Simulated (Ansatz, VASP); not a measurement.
# Ga in VASP and in Ansatz

```
Ga
1.0
    -1.38343    1.38343    2.06261
     1.38343   -1.38343    2.06261
     1.38343    1.38343   -2.06261
Ga
1
Direct
  0.00000 0.00000 0.00000
```

Alike in both runs: task single point; functional PBE; k mesh 20 × 20 × 20; occupations gaussian, width 0.1 eV; no spin polarisation.

```csv
,VASP,Ansatz
version,VASP 6.6.1,Ansatz 0.2.0
potentials or method,"VASP PAW PBE potentials, release 64 (Ga_d)","scalar-relativistic, plane waves, PAW"
plane-wave cutoff (eV),520,420
valence electrons in the cell,13,13
```

```tsv
	VASP	Ansatz	Ansatz less VASP
gap on the k mesh at the Fermi level (eV)	none	none	-
pressure (GPa)	13.7	13.5	-0.14
largest component of the traceless stress (GPa)	0.43	0.41	-0.022
```

A gap of «none» marks a metal or a gap that the smearing closes.
